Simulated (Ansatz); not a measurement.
# How the conductance of Cu/HfO2/Cu changes with thickness, part 4 of 5

Aim: the conductance of Cu/HfO2/Cu junctions as the barrier thickens. Both electrodes are Cu fcc(001) sqrt2 x sqrt2; the barrier is HfO2 fluorite(001) (O2 and Hf faces). In the first transport cell, after relaxation, the nearest pair of electrode and barrier is Cu–O at 1.89 Å, along the normal, at the lower face and Cu–Hf at 2.59 Å, along the normal, at the upper one. All share a net of side 3.63 Å, which strains the lower electrode by +0.0 % and the barrier by +1.1 %, against typed lattice constants near PBE's. The first steps treat the bulk electrodes alone.

Ansatz 0.2.0; PBE DFT, plane waves, PAW files (the session's first sound run).

So far, transmission at the Fermi level (a spin, zone mean): step 4 (T(E) of the junction) 0.00131. Also channels of the lower lead: step 4 1.77.

### Step 5. Conductance on a fine mesh, atomic planes in the barrier 4, gap between the electrodes 7.85 Å

Level of this step: PBE DFT, plane waves, PAW files; ballistic transmission by layer matching between semi-infinite leads (Ansatz).

System of this step: Cu/HfO2/Cu. The cell holds 50 atoms: 44 Cu, 4 O and 2 Hf. Its edges and angles: a = 3.630 Å, b = 3.630 Å, c = 58.145 Å, α = 90.0°, β = 90.0°, γ = 90.0°. Regions: left electrode, 22 atoms (22 Cu); barrier, 6 atoms (4 O and 2 Hf); right electrode, 22 atoms (22 Cu). Vacuum lies along c.

The conductance needs T(E) within ten thermal energies of the Fermi level, on steps under 1.5 kT, and a finer mesh (22×22), since the current can rest on few wavevectors.

input.yaml

```yaml
crystal:
  lattice:
    - [3.63, 0.0, 0.0]
    - [0.0, 3.63, 0.0]
    - [0.0, 0.0, 58.1447046043]
  atoms:
    - { symbol: Cu, position: [0.0, 0.0, 0.1203892951] }
    - { symbol: Cu, position: [0.5, 0.5, 0.1203892951] }
    - { symbol: Cu, position: [0.5, 0.0, 0.15155291] }
    - { symbol: Cu, position: [0.0, 0.5, 0.15155291] }
    - { symbol: Cu, position: [0.0, 0.0, 0.1827165249] }
    - { symbol: Cu, position: [0.5, 0.5, 0.1827165249] }
    - { symbol: Cu, position: [0.5, 0.0, 0.2138801399] }
    - { symbol: Cu, position: [0.0, 0.5, 0.2138801399] }
    - { symbol: Cu, position: [0.0, 0.0, 0.2450437548] }
    - { symbol: Cu, position: [0.5, 0.5, 0.2450437548] }
    - { symbol: Cu, position: [0.5, 0.0, 0.2762073697] }
    - { symbol: Cu, position: [0.0, 0.5, 0.2762073697] }
    - { symbol: Cu, position: [0.0, 0.0, 0.3073709846] }
    - { symbol: Cu, position: [0.5, 0.5, 0.3073709846] }
    - { symbol: Cu, position: [0.5, 0.0, 0.3385345996] }
    - { symbol: Cu, position: [0.0, 0.5, 0.3385345996] }
    - { symbol: Cu, position: [0.0, 0.0, 0.3696982145] }
    - { symbol: Cu, position: [0.5, 0.5, 0.3696982145] }
    - { symbol: Cu, position: [0.5, 0.0, 0.4008618294] }
    - { symbol: Cu, position: [0.0, 0.5, 0.4008618294] }
    - { symbol: Cu, position: [0.0, 0.0, 0.4319232018] }
    - { symbol: Cu, position: [0.5, 0.5, 0.4319232018] }
    - { symbol: O, position: [0.0, 0.0, 0.4645016647] }
    - { symbol: O, position: [0.5, 0.5, 0.4645016647] }
    - { symbol: Hf, position: [0.5, 0.0, 0.4812148972] }
    - { symbol: O, position: [0.5, 0.5, 0.5085247642] }
    - { symbol: O, position: [0.0, 0.0, 0.5085247642] }
    - { symbol: Hf, position: [0.0, 0.5, 0.5245065315] }
    - { symbol: Cu, position: [0.0, 0.5, 0.5690787407] }
    - { symbol: Cu, position: [0.5, 0.0, 0.5647522232] }
    - { symbol: Cu, position: [0.5, 0.5, 0.5991381706] }
    - { symbol: Cu, position: [0.0, 0.0, 0.5991381706] }
    - { symbol: Cu, position: [0.0, 0.5, 0.6303017855] }
    - { symbol: Cu, position: [0.5, 0.0, 0.6303017855] }
    - { symbol: Cu, position: [0.5, 0.5, 0.6614654004] }
    - { symbol: Cu, position: [0.0, 0.0, 0.6614654004] }
    - { symbol: Cu, position: [0.0, 0.5, 0.6926290154] }
    - { symbol: Cu, position: [0.5, 0.0, 0.6926290154] }
    - { symbol: Cu, position: [0.5, 0.5, 0.7237926303] }
    - { symbol: Cu, position: [0.0, 0.0, 0.7237926303] }
    - { symbol: Cu, position: [0.0, 0.5, 0.7549562452] }
    - { symbol: Cu, position: [0.5, 0.0, 0.7549562452] }
    - { symbol: Cu, position: [0.5, 0.5, 0.7861198601] }
    - { symbol: Cu, position: [0.0, 0.0, 0.7861198601] }
    - { symbol: Cu, position: [0.0, 0.5, 0.8172834751] }
    - { symbol: Cu, position: [0.5, 0.0, 0.8172834751] }
    - { symbol: Cu, position: [0.5, 0.5, 0.84844709] }
    - { symbol: Cu, position: [0.0, 0.0, 0.84844709] }
    - { symbol: Cu, position: [0.0, 0.5, 0.8796107049] }
    - { symbol: Cu, position: [0.5, 0.0, 0.8796107049] }
kpoints:
  mp_grid: { grid: [8, 8, 1] }
scf:
  occupations: { method: fermi_dirac, width: 0.1 }
  max_iter: 150
hamiltonian:
  xc: pbe
output:
  transmission:
    kmesh: [22, 22]
    e_range: [-0.26, 0.27]
    de: 0.0375
    leads: [[8, 10], [38, 40]]
```

Launch:

```sh
> ansatz run input.yaml --threads 8 --pin off --max-ram 24576MiB --backend cpu --events-out ev --progress --plain --runs-dir out
```

Numbers of over 12 decimals in the logs are rounded to 6 here.

The program printed:

```text
[...]
Crystal: 50 atoms, lattice volume = 766.167 Å³
Basis set: ecut = 420 eV, 14875 PW (Γ)
Bands: 548, of which v1, the nominal top of the filled ones, is band 456 counted from 1 (455 counted from 0)
Symmetry: 8 space group operations
[...]
k-points: 15 of 64
[...]
SCF iter   1: F=—  HF=-325225.003362 eV  |F-HF|=—  |Δ(HF+E_count)|=         —  Δρ=1.91e-2  dr2=3.80e2  ethr=1.77e-3  ⟨swp⟩=6.0  Hψ=29875  notcnv=0  defer=428
[...]
SCF iter  13: F=-325223.814048 eV  HF=-325223.814048 eV  |F-HF|=6.11e-9  |Δ(HF+E_count)|=   1.28e-7  Δρ=2.07e-6  dr2=3.96e-8  ethr=1.10e-11  ⟨swp⟩=11.4  Hψ=38770  notcnv=0
SCF 1 converged in 13 iterations: F = -325223.814048 eV  dr2 = 3.96e-8
[...]
transmission: 304 of 2964 steps passed
transmission: 608 of 2964 steps passed
[...]
transmission: 2964 of 2964 steps passed
SCF converged after 13 iterations
Free energy (F): -325223.814048 eV
[...]
Internal energy: -325223.280240 eV  (E = F + TS)
E sigma→0 (E₀):  -325223.547144 eV
Entropy (-TS):   -0.533808 eV (-10.676 meV/atom)
Fermi energy:    11.786612 eV
[...]
--- Band table (eV; the first three rows and the last of 15) ---
  k-point 0: bands = [... 452 lower, 11.2921, 12.1501, 12.2643, 12.9897, 13.0074, 13.4131, 13.4131, 13.4563, ... 88 higher]
  k-point 1: bands = [... 452 lower, 11.7334, 12.3865, 12.4372, 12.5613, 12.6827, 12.8698, 12.9830, 13.4186, ... 88 higher]
  k-point 2: bands = [... 452 lower, 11.4028, 11.4712, 11.6447, 11.8053, 12.0035, 12.3684, 12.4000, 12.5813, ... 88 higher]
  k-point 14: bands = [... 452 lower, 11.4002, 11.4009, 11.4055, 11.4055, 11.4133, 11.4392, 11.4483, 11.4483, ... 88 higher]
--- Transmission ---
  basis      : 113 plane waves across, 38 finite elements along
  points     : 78, standing for a mesh of 22 x 22
  filling    : by the input's occupations and mesh, since the crystals that have channels conduct as metals do. If one of these is a semiconductor, that mesh has misplaced its level
[...]
filled         : 12.1 meV under the level at which it is neutral
    channels       : 1.853306e0 a spin
    conductance    : 1.0819e15 S/m² at 300 K; may be off by some 0.0 % by where its bands' edges are placed, 2.9 % from the k-mesh, 0.0 % from the distance to neutral
    slowest decay  : 0.6879 /Å at (0.5000, 0.5000)
[...]
filled         : 1.6 meV under the level at which it is neutral
    channels       : 1.853306e0 a spin
[...]
slowest decay  : 0.6905 /Å at (0.5000, 0.5000)
  junction   : crystal 0 to crystal 1, 16.27 to 41.88 Å
    transmission   : 1.503573e-2 a spin
    conductance    : 8.9042e12 S/m² at 300 K (8.9408e12 on every other point, 8.9221e12 on every other energy)
    error estimate : 0.2 % from the energy spacing and 3.4 % from band edges of the leads and from resonances (wavevectors taken as independent; lower de), 1.5 % from the k-mesh, 2.4 % from the steps of its leads' Hamiltonians or their offsets (lay more layers), 0.4 % from the distance to neutral
    resistance     : 1.1138e-1 Ω µm² beyond half of each lead's own
```

The job ended after 8.6 min (8 threads of Arm Neoverse V2, shared host; peak memory 9.7 GiB).

This step gave:

```
free energy                                         : -325223.8140 eV
Fermi energy                                        : 11.79 eV
transmission at the Fermi level (a spin, zone mean) : 0.01504
channels of the lower lead                          : 1.853
channels of the upper lead                          : 1.853
potential step in the lower lead                    : 20.9 meV
ballistic conductance of the lower lead             : 1.08e15 S/m²
potential step in the upper lead                    : 8.3 meV
ballistic conductance of the upper lead             : 1.08e15 S/m²
junction conductance                                : 8.90e12 S/m²
error estimates by source, in the log's order       : 0.2, 3.4, 1.5, 2.4, 0.4 %
resistance-area product beyond the leads            : 0.1114 Ω um²
```

One spin. Transmission, zone mean against energy, zero at the Fermi level:

| energy (eV) | transmission, zone mean |
| --- | --- |
| -0.260 | 0.0173 |
| -0.223 | 0.0165 |
| -0.185 | 0.0163 |
| -0.147 | 0.0166 |
| -0.110 | 0.0155 |
| -0.072 | 0.0153 |
| -0.035 | 0.0153 |
| 0.003 | 0.0150 |
| 0.040 | 0.0149 |
| 0.077 | 0.0148 |
| 0.115 | 0.0148 |
| 0.152 | 0.0147 |
| 0.190 | 0.0147 |
| 0.228 | 0.0146 |
| 0.265 | 0.0145 |

One spin. Open channels, zone mean against energy, zero at the Fermi level:

| energy (eV) | lower lead | upper lead |
| --- | --- | --- |
| -0.260 | 1.77 | 1.77 |
| -0.223 | 1.79 | 1.77 |
| -0.185 | 1.79 | 1.79 |
| -0.147 | 1.80 | 1.80 |
| -0.110 | 1.80 | 1.80 |
| -0.072 | 1.80 | 1.82 |
| -0.035 | 1.84 | 1.85 |
| 0.003 | 1.85 | 1.85 |
| 0.040 | 1.84 | 1.84 |
| 0.077 | 1.82 | 1.82 |
| 0.115 | 1.84 | 1.84 |
| 0.152 | 1.84 | 1.85 |
| 0.190 | 1.85 | 1.85 |
| 0.228 | 1.87 | 1.87 |
| 0.265 | 1.88 | 1.88 |

Transmission over k1 and k2. At 0.0025 eV from the Fermi level.

Ten even steps from '_' (0.00 × 1e-2) to '@' (4.31 × 1e-2):
```
______......::--++##%%@@%%##++--::......____
______::....::--==**##%%##**==--::....::____
__..::....::::::--++******++--::::::....::..
__........::::::----======----::::::........
......::::..::::::----------::::::..::::....
..::::::::::::::::----------::::::::::::::::
------::::::::::--------------::::::::::----
++++==----::::----==========----::::----==++
####**++--------==============--------++**##
@@%%##**==------======++======------==**##%%
@@@@%%**==------====++++++====------==**%%@@
@@%%##**==------======++======------==**##%%
####**++--------==============--------++**##
++++==----::::----==========----::::----==++
------::::::::::--------------::::::::::----
..::::::::::::::::----------::::::::::::::::
......::::..::::::----------::::::..::::....
__........::::::----======----::::::........
__..::....::::::--++******++--::::::....::..
______::....::--==**##%%##**==--::....::____
______......::--++##%%@@%%##++--::......____
__________....--++##@@@@@@##++--....________
```
Columns: k1 (b1) from -0.5 to 0.455; rows upwards: k2 (b2) from -0.5 to 0.455.

G = 8.9e12 S/m² (1/G = 0.112 Ω µm²). The largest error estimate is 3.4 %. In the worse lead the potential repeats within 21 meV, which the program lets pass. By hand, Landauer's formula with T at one energy: G = (e²/h) ΣT / A = 3.874e-5 S × 0.0301 / 13.18 Å² = 8.8e12 S/m², with T summed over both spins. The printed value averages T over the Fermi window and is 1.0 times this.

### Step 6. Conductance, 53 atoms

System of this step: Cu/HfO2/Cu. The cell holds 53 atoms: 44 Cu, 6 O and 3 Hf. Cell: a = 3.630 Å, b = 3.630 Å, c = 60.735 Å, α = 90.0°, β = 90.0°, γ = 90.0°. Regions: left electrode, 22 atoms (22 Cu); barrier, 9 atoms (6 O and 3 Hf); right electrode, 22 atoms (22 Cu). Vacuum lies along c.

Barrier layers are added or taken out in the middle, and the relaxed faces stay.

input.yaml

```yaml
crystal:
  lattice:
    - [3.63, 0.0, 0.0]
    - [0.0, 3.63, 0.0]
    - [0.0, 0.0, 60.734926565]
  atoms:
    - { symbol: Cu, position: [0.0, 0.0, 0.1152549348] }
    - { symbol: Cu, position: [0.5, 0.5, 0.1152549348] }
    - { symbol: Cu, position: [0.5, 0.0, 0.1450894845] }
    - { symbol: Cu, position: [0.0, 0.5, 0.1450894845] }
    - { symbol: Cu, position: [0.0, 0.0, 0.1749240341] }
    - { symbol: Cu, position: [0.5, 0.5, 0.1749240341] }
    - { symbol: Cu, position: [0.5, 0.0, 0.2047585838] }
    - { symbol: Cu, position: [0.0, 0.5, 0.2047585838] }
    - { symbol: Cu, position: [0.0, 0.0, 0.2345931335] }
    - { symbol: Cu, position: [0.5, 0.5, 0.2345931335] }
    - { symbol: Cu, position: [0.5, 0.0, 0.2644276832] }
    - { symbol: Cu, position: [0.0, 0.5, 0.2644276832] }
    - { symbol: Cu, position: [0.0, 0.0, 0.2942622329] }
    - { symbol: Cu, position: [0.5, 0.5, 0.2942622329] }
    - { symbol: Cu, position: [0.5, 0.0, 0.3240967826] }
    - { symbol: Cu, position: [0.0, 0.5, 0.3240967826] }
    - { symbol: Cu, position: [0.0, 0.0, 0.3539313323] }
    - { symbol: Cu, position: [0.5, 0.5, 0.3539313323] }
    - { symbol: Cu, position: [0.5, 0.0, 0.3837658819] }
    - { symbol: Cu, position: [0.0, 0.5, 0.3837658819] }
    - { symbol: Cu, position: [0.0, 0.0, 0.4135025496] }
    - { symbol: Cu, position: [0.5, 0.5, 0.4135025496] }
    - { symbol: O, position: [0.0, 0.0, 0.4446916068] }
    - { symbol: O, position: [0.5, 0.5, 0.4446916068] }
    - { symbol: Hf, position: [0.5, 0.0, 0.4606920537] }
    - { symbol: O, position: [0.0, 0.0, 0.48683721] }
    - { symbol: O, position: [0.5, 0.5, 0.48683721] }
    - { symbol: Hf, position: [0.0, 0.5, 0.5033306229] }
    - { symbol: O, position: [0.0, 0.0, 0.5294851905] }
    - { symbol: O, position: [0.5, 0.5, 0.5294851905] }
    - { symbol: Hf, position: [0.5, 0.0, 0.5447853676] }
    - { symbol: Cu, position: [0.5, 0.0, 0.5874566621] }
    - { symbol: Cu, position: [0.0, 0.5, 0.5833146619] }
    - { symbol: Cu, position: [0.0, 0.0, 0.6162341181] }
    - { symbol: Cu, position: [0.5, 0.5, 0.6162341181] }
    - { symbol: Cu, position: [0.5, 0.0, 0.6460686677] }
    - { symbol: Cu, position: [0.0, 0.5, 0.6460686677] }
    - { symbol: Cu, position: [0.0, 0.0, 0.6759032174] }
    - { symbol: Cu, position: [0.5, 0.5, 0.6759032174] }
    - { symbol: Cu, position: [0.5, 0.0, 0.7057377671] }
    - { symbol: Cu, position: [0.0, 0.5, 0.7057377671] }
    - { symbol: Cu, position: [0.0, 0.0, 0.7355723168] }
    - { symbol: Cu, position: [0.5, 0.5, 0.7355723168] }
    - { symbol: Cu, position: [0.5, 0.0, 0.7654068665] }
    - { symbol: Cu, position: [0.0, 0.5, 0.7654068665] }
    - { symbol: Cu, position: [0.0, 0.0, 0.7952414162] }
    - { symbol: Cu, position: [0.5, 0.5, 0.7952414162] }
    - { symbol: Cu, position: [0.5, 0.0, 0.8250759659] }
    - { symbol: Cu, position: [0.0, 0.5, 0.8250759659] }
    - { symbol: Cu, position: [0.0, 0.0, 0.8549105155] }
    - { symbol: Cu, position: [0.5, 0.5, 0.8549105155] }
    - { symbol: Cu, position: [0.5, 0.0, 0.8847450652] }
    - { symbol: Cu, position: [0.0, 0.5, 0.8847450652] }
kpoints:
  mp_grid: { grid: [8, 8, 1] }
scf:
  occupations: { method: fermi_dirac, width: 0.1 }
  max_iter: 150
hamiltonian:
  xc: pbe
output:
  transmission:
    kmesh: [22, 22]
    e_range: [-0.26, 0.27]
    de: 0.0375
    leads: [[8, 10], [41, 43]]
```

The program printed:

```text
[...]
Crystal: 53 atoms, lattice volume = 800.298 Å³
Basis set: ecut = 420 eV, 15507 PW (Γ)
Bands: 570, of which v1, the nominal top of the filled ones, is band 475 counted from 1 (474 counted from 0)
Symmetry: 8 space group operations
[...]
k-points: 15 of 64
[...]
SCF iter   1: F=—  HF=-342087.634821 eV  |F-HF|=—  |Δ(HF+E_count)|=         —  Δρ=2.82e-2  dr2=9.58e2  ethr=1.77e-3  ⟨swp⟩=6.1  Hψ=31533  notcnv=0  defer=395
[...]
SCF iter  15: F=-342084.871286 eV  HF=-342084.871286 eV  |F-HF|=6.93e-9  |Δ(HF+E_count)|=   7.34e-8  Δρ=8.88e-7  dr2=1.98e-8  ethr=1.05e-11  ⟨swp⟩=4.3  Hψ=20196  notcnv=0
SCF 1 converged in 15 iterations: F = -342084.871286 eV  dr2 = 1.98e-8
[...]
transmission: 325 of 3198 steps passed
transmission: 645 of 3198 steps passed
[...]
transmission: 3198 of 3198 steps passed
SCF converged after 15 iterations
Free energy (F): -342084.871286 eV
[...]
Internal energy: -342084.332845 eV  (E = F + TS)
E sigma→0 (E₀):  -342084.602065 eV
Entropy (-TS):   -0.538442 eV (-10.159 meV/atom)
Fermi energy:    11.998695 eV
[...]
--- Band table (eV; the first three rows and the last of 15) ---
  k-point 0: bands = [... 471 lower, 11.4858, 12.3701, 12.4646, 13.2049, 13.2176, 13.6261, 13.6261, 13.6694, ... 91 higher]
  k-point 1: bands = [... 471 lower, 11.9306, 12.5989, 12.6504, 12.7807, 12.8841, 13.0765, 13.1971, 13.6339, ... 91 higher]
  k-point 2: bands = [... 471 lower, 11.6192, 11.6927, 11.8459, 12.0082, 12.2194, 12.5895, 12.5940, 12.7788, ... 91 higher]
  k-point 14: bands = [... 471 lower, 11.6132, 11.6139, 11.6182, 11.6182, 11.6272, 11.6534, 11.6614, 11.6614, ... 91 higher]
--- Transmission ---
  basis      : 113 plane waves across, 41 finite elements along
  points     : 78, standing for a mesh of 22 x 22
[...]
filled         : 12.6 meV under the level at which it is neutral
    channels       : 1.853306e0 a spin
[...]
slowest decay  : 0.6878 /Å at (0.5000, 0.5000)
[...]
filled         : 4.0 meV under the level at which it is neutral
    channels       : 1.853306e0 a spin
[...]
slowest decay  : 0.6901 /Å at (0.5000, 0.5000)
  junction   : crystal 0 to crystal 1, 16.27 to 44.47 Å
    transmission   : 1.338143e-3 a spin
[...]
resistance     : 1.2720e0 Ω µm² beyond half of each lead's own
```

The job ended after 11 min (8 threads; peak memory 10 GiB).

Numbers from this step:

* free energy: -342084.8713 eV
* Fermi energy: 12.00 eV
* transmission at the Fermi level (a spin, zone mean): 0.001338
* potential step in the lower lead: 20.8 meV
* potential step in the upper lead: 8.7 meV
* junction conductance: 7.86e11 S/m²
* error estimates by source, in the log's order: 0, 0, 1.2, 2.7, 0.2 %
* resistance-area product beyond the leads: 1.272 Ω um²

One spin. The transmission, zone mean by energy, zero at the Fermi level:

| energy (eV) | transmission, zone mean |
| --- | --- |
| -0.260 | 0.00156 |
| -0.223 | 0.00145 |
| -0.185 | 0.00146 |
| -0.147 | 0.00140 |
| -0.110 | 0.00144 |
| -0.072 | 0.00136 |
| -0.035 | 0.00133 |
| 0.003 | 0.00134 |
| 0.040 | 0.00133 |
| 0.077 | 0.00129 |
| 0.115 | 0.00131 |
| 0.152 | 0.00130 |
| 0.190 | 0.00130 |
| 0.228 | 0.00129 |
| 0.265 | 0.00128 |

One spin. Table of open channels, zone mean by energy, zero at the Fermi level:

| energy (eV) | lower lead | upper lead |
| --- | --- | --- |
| -0.260 | 1.77 | 1.77 |
| -0.223 | 1.75 | 1.77 |
| -0.185 | 1.79 | 1.79 |
| -0.147 | 1.80 | 1.80 |
| -0.110 | 1.80 | 1.80 |
| -0.072 | 1.80 | 1.82 |
| -0.035 | 1.84 | 1.85 |
| 0.003 | 1.85 | 1.85 |
| 0.040 | 1.84 | 1.84 |
| 0.077 | 1.79 | 1.82 |
| 0.115 | 1.84 | 1.84 |
| 0.152 | 1.84 | 1.85 |
| 0.190 | 1.85 | 1.85 |
| 0.228 | 1.87 | 1.87 |
| 0.265 | 1.88 | 1.88 |

Transmission over k1 and k2. At 0.0025 eV from the Fermi level.

Values in units of 1e-3, 12 rows by 16 columns, each cell a mean:
```
0.0 0.0 0.5 0.4 0.8 1.3 1.8 2.3 2.4 2.2 1.6 1.1 0.7 0.3 0.3 0.0
0.2 0.4 0.5 0.4 0.7 1.1 1.7 2.2 2.4 2.1 1.5 1.0 0.6 0.4 0.6 0.3
0.6 0.6 0.6 0.5 0.6 1.0 1.4 1.7 1.9 1.7 1.3 0.9 0.6 0.5 0.6 0.6
1.2 1.2 1.1 0.9 1.0 1.3 1.6 1.9 1.9 1.8 1.6 1.2 0.9 1.0 1.2 1.2
1.9 1.9 1.9 1.6 1.4 1.7 2.2 2.4 2.5 2.4 2.1 1.6 1.4 1.7 1.9 1.9
2.3 2.4 2.5 2.1 1.7 1.9 2.4 2.7 2.7 2.6 2.3 1.8 1.8 2.2 2.5 2.4
2.1 2.2 2.2 1.8 1.6 1.9 2.3 2.6 2.6 2.6 2.2 1.7 1.6 2.0 2.2 2.2
1.5 1.5 1.4 1.2 1.2 1.5 1.9 2.1 2.2 2.1 1.8 1.4 1.1 1.3 1.5 1.5
0.8 0.9 0.8 0.7 0.8 1.1 1.4 1.7 1.8 1.6 1.3 1.0 0.7 0.7 0.8 0.9
0.3 0.4 0.4 0.5 0.6 1.0 1.5 2.0 2.2 1.9 1.4 0.9 0.6 0.5 0.4 0.4
0.1 0.3 0.6 0.4 0.7 1.2 1.8 2.3 2.5 2.2 1.6 1.1 0.6 0.4 0.6 0.2
0.0 0.0 0.2 0.4 0.8 1.2 1.8 2.2 2.4 2.1 1.6 1.1 0.7 0.3 0.1 0.0
```
Columns: k1 (b1) from -0.5 to 0.455; rows upwards: k2 (b2) from -0.5 to 0.455.

G = 7.9e11 S/m² (1/G = 1.27 Ω µm²), 0.088 times the step before of this kind. The largest error estimate is 2.7 %, from the leads' potential steps. In the worse lead the potential repeats within 21 meV, which the program lets pass.

(Continued in part 5 of 5.)

[Logs are printed without paths, hosts, clocks, repeated set-up lines and the standing remarks that a program may print on its own settings, such as how far it seeks lower states.]

[Hosts, paths, dates, database ids (printed as entryN), source tags and the programs' standing remarks are cut or masked in the printed files.]
